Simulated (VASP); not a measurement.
# TePb in VASP: further runs

TePb is run at these levels: PBE, PBEsol; tasks: single point.

Everything below comes from runs of VASP 6.6.1. Logs are shortened: lines on timing, memory, paths and dates and some standing lists are left out, and cuts for length are marked.

**What was measured.**

A printed reference work, monograph reports, for a bulk crystal of TePb at 4.2 K: band gap 0.19 eV (direct).

The runs below are set against these values where they give the same quantity.

### Step 1. The cell of the first run

Symmetry: Fm-3m, No. 225, cubic system. Conventional cell: a = 6.712 Å, b = 6.712 Å, c = 6.712 Å, α = 90.00°, β = 90.00°, γ = 90.00°. Within 4.4 Å of Te (site symmetry m-3m) lie 6 Pb at 3.36 Å. Within 4.4 Å of Pb (site symmetry m-3m) lie 6 Te at 3.36 Å.

### Step 2. Single point, PBE (strained)

File INCAR:

```
ALGO     = Normal         # electronic algorithm
EDIFF    = 1E-6           # SCF threshold, eV
ENCUT    = 500            # plane-wave cutoff, eV
GGA      = PE             # functional
GGA_COMPAT= F            
ISIF     = 2              # what is computed and relaxed
ISMEAR   = 0              # smearing method
LASPH    = T              # aspherical terms in the spheres
LCHARG   = F              # write CHGCAR
LREAL    = F              # projectors in reciprocal space
LWAVE    = F              # write WAVECAR
NBANDS   = 17             # bands
NELM     = 120            # most SCF steps
PREC     = Accurate       # precision mode
SIGMA    = 0.02           # smearing width, eV
```

File KPOINTS:

```
k-points
0
Gamma
  8 8 8
```

File POSCAR:

```
TePb
1.0
    0.0000000000      3.3559186500      3.3559186500
    3.3559186500      0.0000000000      3.3559186500
    3.3559186500      3.3559186500      0.0000000000
Te Pb
1 1
Direct
    0.5000000000      0.5000000000      0.5000000000
    0.0000000000      0.0000000000      0.0000000000
```

Potentials or basis: VASP PAW PBE potentials, release 64 (Te, Pb_d).

Run with:

```sh
cat potpaw_PBE.64/Te/POTCAR potpaw_PBE.64/Pb_d/POTCAR > POTCAR
mpirun -np 1 vasp_std > vasp.out
```

OUTCAR:

```text
EDIFF = 1E-6
   ENCUT = 500
   GGA = PE
   ISIF = 2
   ISMEAR = 0
   LASPH = T
   LREAL = F
   NELM = 120
   PREC = Accurate

 ion  position               nearest neighbor table
   1  0.500  0.500  0.500-   2 3.36   2 3.36   2 3.36   2 3.36   2 3.36   2 3.36
   2  0.000  0.000  0.000-   1 3.36   1 3.36   1 3.36   1 3.36   1 3.36   1 3.36

  LATTYP: Found a face centered cubic cell.
 ALAT       =     6.7118373000

  Lattice vectors:

 A1 = (   0.0000000000,   3.3559186500,   3.3559186500)
 A2 = (   3.3559186500,   0.0000000000,   3.3559186500)
 A3 = (   3.3559186500,   3.3559186500,   0.0000000000)

Analysis of symmetry for initial positions (statically):
=====================================================================
 Subroutine PRICEL returns:
 Original cell was already a primitive cell.

 Routine SETGRP: Setting up the symmetry group for a
 face centered cubic supercell.

 Subroutine GETGRP returns: Found 48 space group operations
 (whereof 48 operations were pure point group operations)
 out of a pool of 48 trial point group operations.

The static configuration has the point symmetry O_h .

Analysis of symmetry for dynamics (positions and initial velocities):
=====================================================================
 Subroutine PRICEL returns:
 Original cell was already a primitive cell.

 Routine SETGRP: Setting up the symmetry group for a
 face centered cubic supercell.

 Subroutine GETGRP returns: Found 48 space group operations
 (whereof 48 operations were pure point group operations)
 out of a pool of 48 trial point group operations.

The dynamic configuration has the point symmetry O_h .

 Subroutine INISYM returns: Found 48 space group operations
 (whereof 48 operations are pure point group operations),
 and found     1 'primitive' translations

----------------------------------------------------------------------------------------

                                     Primitive cell

  volume of cell :      75.5900

  direct lattice vectors                    reciprocal lattice vectors
     0.000000000  3.355918650  3.355918650    -0.148990501  0.148990501  0.148990501
     3.355918650  0.000000000  3.355918650     0.148990501 -0.148990501  0.148990501
     3.355918650  3.355918650  0.000000000     0.148990501  0.148990501 -0.148990501

  length of vectors
     4.745985669  4.745985669  4.745985669     0.258059117  0.258059117  0.258059117

  position of ions in fractional coordinates (direct lattice)
     0.500000000  0.500000000  0.500000000
     0.000000000  0.000000000  0.000000000

  ion indices of the primitive-cell ions
   primitive index   ion index
                 1           1
                 2           2

----------------------------------------------------------------------------------------

 KPOINTS: k-points

Automatic generation of k-mesh.
 Grid dimensions read from file:
 generate k-points for:    8    8    8

 Generating k-lattice:

  Cartesian coordinates                     Fractional coordinates (reciprocal lattice)
    -0.018623813  0.018623813  0.018623813     0.125000000  0.000000000  0.000000000
     0.018623813 -0.018623813  0.018623813     0.000000000  0.125000000  0.000000000
     0.018623813  0.018623813 -0.018623813     0.000000000  0.000000000  0.125000000

  Length of vectors
     0.032257390  0.032257390  0.032257390

  Shift w.r.t. Gamma in fractional coordinates (k-lattice)
     0.000000000  0.000000000  0.000000000

 Subroutine IBZKPT returns following result:
 ===========================================

 Found     29 irreducible k-points:

 Following reciprocal coordinates:
            Coordinates               Weight
  0.000000  0.000000  0.000000      1.000000
  0.125000  0.000000  0.000000      8.000000
  0.250000  0.000000  0.000000      8.000000
  0.375000  0.000000  0.000000      8.000000
  0.500000  0.000000  0.000000      4.000000
  0.125000  0.125000  0.000000      6.000000
[... 16 lines left out ...]
  0.500000  0.250000  0.125000     48.000000
 -0.375000  0.250000  0.125000     24.000000
 [... further k-points ...]
   k-points           NKPTS =     29   k-points in BZ     NKDIM =     29   number of bands    NBANDS=     17
   number of dos      NEDOS =    301   number of ions     NIONS =      2
   total plane-waves  NPLWV =  46656
   dimension x,y,z NGX =    36 NGY =   36 NGZ =   36
   dimension x,y,z NGXF=    72 NGYF=   72 NGZF=   72
   ions per type =               1   1
   NGX,Y,Z   is equivalent  to a cutoff of  12.61, 12.61, 12.61 a.u.
   NGXF,Y,Z  is equivalent  to a cutoff of  25.22, 25.22, 25.22 a.u.
 SYSTEM =  unknown system
   PREC   = accura    normal or accurate (medium, high low for compatibility)
   ISTART =      0    job   : 0-new  1-cont  2-samecut
   ICHARG =      2    charge: 1-file 2-atom 10-const
   ISPIN  =      1    spin polarized calculation?
   LNONCOLLINEAR =      F non collinear calculations
   LSORBIT =      F    spin-orbit coupling
   LASPH  =      T    aspherical Exc in radial PAW
   ENCUT  =  500.0 eV  36.75 Ry    6.06 a.u.   8.65  8.65  8.65*2*pi/ulx,y,z
   NELM   =    120;   NELMIN=  2; NELMDL= -5     # of ELM steps
   EDIFF  = 0.1E-05   stopping-criterion for ELM
   LREAL  =      F    real-space projection
   EDIFFG = 0.1E-04   stopping-criterion for IOM
   NSW    =      0    number of steps for IOM
   IBRION =     -1    ionic relax: 0-MD 1-quasi-New 2-CG
   NFREE  =      0    steps in history (QN), initial steepest desc. (CG)
   ISIF   =      2    stress and relaxation
   ISYM   =      2    0-nonsym 1-usesym 2-fastsym
   POTIM  = 0.5000    time-step for ionic-motion
   TEBEG  =    0.0;   TEEND  =   0.0 temperature during run
   PSTRESS=    0.0 pullay stress
   NELECT =      20.0000    total number of electrons
   NUPDOWN=      -1.0000    fix difference up-down
   EMIN   =  10.00;   EMAX   =-10.00  energy-range for DOS
   EFERMI =   0.00;   METHOD = LEGACY
   ISMEAR =     0;   SIGMA  =   0.02  broadening in eV -4-tet -1-fermi 0-gaus
   EFERMI_NEDOS =   21; number of points for ismear=-14 and -15
   IALGO  =     38    algorithm
   IMIX   =      4    mixing-type and parameters
     AMIX     =   0.40;   BMIX     =  1.00
     AMIX_MAG =   1.60;   BMIX_MAG =  1.00
  volume/ion in A,a.u.               =      37.79       255.05
  Fermi-wavevector in a.u.,A,eV,Ry     =   1.050986  1.986075 15.028595  1.104571
  Thomas-Fermi vector in A             =   2.186011
   LORBIT       =      0    0 simple, 1 ext, 2 COOP (PROOUT), +10 PAW based schemes
   GGA     = PE    functional components
   LHFCALC =     F    Hartree Fock is set to
   AEXX    =    0.0000 exact exchange contribution
   IVDW    =     0    specifies the selected vdW correction
   LEPSILON=     F    determine dielectric tensor
   LRPA    =     F    only Hartree local field effects (RPA)
 non-spin polarized calculation
 Gauss-broadening in eV      SIGMA  =   0.02
  energy-cutoff  :      500.00
  volume of cell :       75.59
 maximum number of plane-waves:      1936
   NGX = 17   NGY = 17   NGZ = 17

 number of electron      20.0000000 magnetization

 Free energy of the ion-electron system (eV)
  ---------------------------------------------------
  ext. energy  EPLUGINS =         0.00000000
  ---------------------------------------------------
  free energy    TOTEN  =        -7.48954050 eV

  energy without entropy =       -7.48954050  energy(sigma->0) =       -7.48954050

 E-fermi :   4.3195     XC(G=0):  -8.7975

 val. band max:        4.2336591870   @ k =   0.5000   0.0000   0.0000
 cond. band min:       5.1680153446   @ k =   0.5000   0.0000   0.0000
 fundamental gap:      0.9343561576
 Fermi energy:         4.3194527181

 k-point     1 :       0.0000    0.0000    0.0000
  band No.  band energies     occupation
      1     -12.3415      2.00000
      2     -12.3415      2.00000
      3     -12.3398      2.00000
      4     -12.3398      2.00000
      5     -12.3398      2.00000
      6      -6.9051      2.00000
[... 9 lines left out ...]
     16      10.2806      0.00000
     17      11.3883      0.00000

 k-point     2 :       0.1250    0.0000    0.0000
  band No.  band energies     occupation
      1     -12.3426      2.00000
      2     -12.3426      2.00000
      3     -12.3395      2.00000
      4     -12.3383      2.00000
      5     -12.3383      2.00000
      6      -6.7922      2.00000
[... 9 lines left out ...]
     16      10.5461      0.00000
     17      12.2920      0.00000

 k-point     3 :       0.2500    0.0000    0.0000
  band No.  band energies     occupation
      1     -12.3457      2.00000
      2     -12.3457      2.00000
      3     -12.3388      2.00000
      4     -12.3344      2.00000
      5     -12.3344      2.00000
      6      -6.4710      2.00000
[... 9 lines left out ...]
     16      11.2832      0.00000
     17      13.9782      0.00000

 k-point     4 :       0.3750    0.0000    0.0000
  band No.  band energies     occupation
      1     -12.3488      2.00000
      2     -12.3488      2.00000
      3     -12.3380      2.00000
      4     -12.3304      2.00000
      5     -12.3304      2.00000
      6      -6.0233      2.00000
[... 9 lines left out ...]
     16      12.4191      0.00000
     17      14.4634      0.00000
[... 343 lines left out ...]
      1     -12.3531      2.00000
      2     -12.3422      2.00000
      3     -12.3403      2.00000
      4     -12.3323      2.00000
      5     -12.3310      2.00000
      6      -6.2163      2.00000
[... 9 lines left out ...]
     16      12.6897      0.00000
     17      13.1825      0.00000

 k-point    23 :       0.5000    0.2500    0.1250
  band No.  band energies     occupation
      1     -12.3560      2.00000
      2     -12.3445      2.00000
      3     -12.3379      2.00000
      4     -12.3310      2.00000
      5     -12.3287      2.00000
      6      -5.8328      2.00000
[... 9 lines left out ...]
     16      13.0855      0.00000
     17      14.0116      0.00000

 k-point    24 :      -0.3750    0.2500    0.1250
  band No.  band energies     occupation
      1     -12.3569      2.00000
      2     -12.3457      2.00000
      3     -12.3355      2.00000
      4     -12.3322      2.00000
      5     -12.3274      2.00000
      6      -5.6179      2.00000
[... 9 lines left out ...]
     16      13.9780      0.00000
     17      14.2095      0.00000

 [... further k-points ...]

------------------------ aborting loop because EDIFF is reached ----------------------------------------

  FORCE on cell =-STRESS in cart. coord.  units (eV):
  Direction    XX          YY          ZZ          XY          YZ          ZX
  --------------------------------------------------------------------------------------
  -------------------------------------------------------------------------------------
  Total       -1.0329681     -1.0329681     -1.0329681      0.0000000      0.0000000      0.0000000
  in kB      -21.8944083    -21.8944083    -21.8944083      0.0000000      0.0000000      0.0000000
  external PRESSURE =     -21.8944083 kB  Pullay stress =       0.0000000 kB

 VOLUME and BASIS-vectors are now :
 -----------------------------------------------------------------------------
  energy-cutoff  :      500.00
  volume of cell :       75.59
      direct lattice vectors                 reciprocal lattice vectors
     0.000000000  3.355918650  3.355918650    -0.148990501  0.148990501  0.148990501
     3.355918650  0.000000000  3.355918650     0.148990501 -0.148990501  0.148990501
     3.355918650  3.355918650  0.000000000     0.148990501  0.148990501 -0.148990501

 POSITION                                       TOTAL-FORCE (eV/Angst)
 -----------------------------------------------------------------------------------
      3.35592      3.35592      3.35592         0.000000      0.000000      0.000000
      0.00000      0.00000      0.00000         0.000000      0.000000     -0.000000
 -----------------------------------------------------------------------------------
    total drift:                               -0.000000      0.000000      0.000000

  FREE ENERGIE OF THE ION-ELECTRON SYSTEM (eV)
  ---------------------------------------------------
  free  energy   TOTEN  =        -7.4895405020 eV

  energy  without entropy=       -7.4895405020  energy(sigma->0) =       -7.48954050
```

Run time: 49 s. Hardware: 1 thread of Intel Xeon 8259CL, shared host; peak memory 0.22 GiB.

What came out:

- Free energy: -7.4895 eV
- Pressure: -2.2 GPa
- Band gap on the k mesh: 0.93 eV

Caveat: the cell differs from its parent crystal (strained); spin-orbit coupling is left out, which moves the levels of the heavy elements. A k mesh can miss the band edges.

### Step 3. Single point, PBEsol (strained)

File INCAR:

```
PREC     = Accurate       # precision mode
ENCUT    = 500            # plane-wave cutoff, eV
EDIFF    = 1E-6           # SCF threshold, eV
ISMEAR   = 0              # smearing method
SIGMA    = 0.02           # smearing width, eV
LREAL    = False          # projectors in reciprocal space
LASPH    = True           # aspherical terms in the spheres
NELM     = 120            # most SCF steps
ALGO     = Normal         # electronic algorithm
ISIF     = 2              # what is computed and relaxed
LWAVE    = False          # write WAVECAR
LCHARG   = True           # write CHGCAR
GGA      = PS             # functional
LELF     = True           # ELF
LVHAR    = True         
NBANDS   = 17             # bands
GGA_COMPAT= False
```

File KPOINTS:

```
Automatic mesh
0
Gamma
  8 8 8
```

File POSCAR:

```
TePb
1.0
    0.0000000000      3.2621420300      3.2621420300
    3.3589520300      0.0000000000      3.2621420300
    3.3589520300      3.2621420300      0.0000000000
Te Pb
1 1
Direct
    0.5000000000      0.5000000000      0.5000000000
    0.0000000000      0.0000000000      0.0000000000
```

Potentials or basis: VASP PAW PBE potentials, release 64 (Te, Pb_d).

Run with:

```sh
cat potpaw_PBE.64/Te/POTCAR potpaw_PBE.64/Pb_d/POTCAR > POTCAR
mpirun -np 1 vasp_std > vasp.out
```

Run time: 88 s. Hardware: 1 thread of Intel Xeon 8259CL, shared host; peak memory 0.24 GiB.

The run converged. Its results:

```yaml
Free_energy: -8.2092 eV
Pressure: -2.5 GPa
Band_gap_on_the_k_mesh: 0.75 eV
```

Stress tensor (GPa, compression positive):
```
-4.14  0.00  0.00
 0.00 -1.71  0.00
 0.00  0.00 -1.71
```

Levels at points of the mesh, in eV from the valence-band top:
```csv
k point,band 8,band 9,band 10,band 11,band 12,band 13
"(0.00, 0.00, 0.00)",-1.22,-1.22,-0.95,3.57,4.19,4.19
"(0.50, 0.00, 0.00)",-0.75,-0.67,0.00,0.75,1.33,1.42
"(0.50, 0.50, 0.00)",-4.11,-2.66,-2.36,3.42,4.87,5.54
"(0.00, 0.50, 0.50)",-4.05,-2.45,-2.45,3.50,5.33,5.33
```

Caveat: the cell differs from its parent crystal (strained); the PAW data sets were made with another functional, which shifts forces and pressure a little; spin-orbit coupling is left out, which moves the levels of the heavy elements.

### Step 4. Single point, PBEsol

This run uses another cell than the first one, of 33.43 Å³/atom.

File INCAR:

```
PREC = Accurate
ENCUT = 520
EDIFF = 1E-6
ISMEAR = 0
SIGMA = 0.02
LREAL = False
LASPH = True
NELM = 80
ALGO = Normal
ISIF = 2
LWAVE = False
LCHARG = True
GGA = PS
LELF = True
LVHAR = True
NBANDS = 17
```

File KPOINTS:

```
regular mesh
0
Gamma
  8 8 8
```

File POSCAR:

```
TePb
1.0
    0.0000000000      3.2215320084      3.2215320084
    3.2215320084      0.0000000000      3.2215320084
    3.2215320084      3.2215320084      0.0000000000
Te Pb
1 1
Direct
    0.5000000000      0.5000000000      0.5000000000
    0.0000000000      0.0000000000      0.0000000000
```

Run with:

```sh
cat potpaw_PBE.64/Te/POTCAR potpaw_PBE.64/Pb_d/POTCAR > POTCAR
mpirun -np 1 vasp_std > vasp.out
```

Wall time 36 s (1 thread of Intel Xeon Platinum 8259CL at 2.50GHz (Skylake/Cascade Lake), shared host); peak memory 0.21 GiB.

It converged, with:

* Free energy: -8.2591 eV
* Pressure: 0.0 GPa
* Band gap on the k mesh: 0.65 eV

Levels at points of the mesh, in eV from the valence-band top:
| k point | band 8 | band 9 | band 10 | band 11 | band 12 | band 13 |
| --- | --- | --- | --- | --- | --- | --- |
| (0.00, 0.00, 0.00) | -1.37 | -1.37 | -1.37 | 4.07 | 4.07 | 4.07 |
| (0.50, 0.00, 0.00) | -0.90 | -0.90 | 0.00 | 0.65 | 1.22 | 1.22 |
| (0.50, 0.50, 0.00) | -4.59 | -2.86 | -2.86 | 3.17 | 5.49 | 5.49 |

Caveat: the PAW data sets were made with another functional, which shifts forces and pressure a little; spin-orbit coupling is left out, which moves the levels of the heavy elements.

### Step 5. The runs side by side

| level | cell | cutoff (eV) | gap on the mesh (eV) | pressure (GPa) |
| --- | --- | --- | --- | --- |
| PBE | a = 4.746 Å, angles 60.0°, 2 atoms | 500 | 0.93 | -2.2 |
| PBEsol | a = 4.613, b = 4.682, c = 4.682 Å, angles 59.0, 60.5, 60.5°, 2 atoms | 500 | 0.75 | -2.5 |
| PBEsol | a = 4.556 Å, angles 60.0°, 2 atoms | 520 | 0.65 | 0.0 |

Alike in all rows: task single point; potentials or basis VASP PAW PBE potentials, release 64 (Te, Pb_d); no spin polarisation; k mesh 8 × 8 × 8; smearing gaussian 0.02 eV.

Caveats: spin-orbit coupling is left out, which moves the levels of the heavy elements; the PAW data sets were made with another functional, which shifts forces and pressure a little (at least some runs).

Total energies depend on the potentials used, so only differences within one code and one set of settings carry meaning.

### Step 6. Against experiment

Step 4. Measured gap of TePb: 0.19 eV (direct; 4.2 K; a printed reference work, monograph). This calculation gives 0.65 eV (+0.46 eV). Spin-orbit coupling on Pb, Te is left out. The value is that of PBEsol on a finite k mesh, which can miss the band edges, without temperature or zero-point motion.
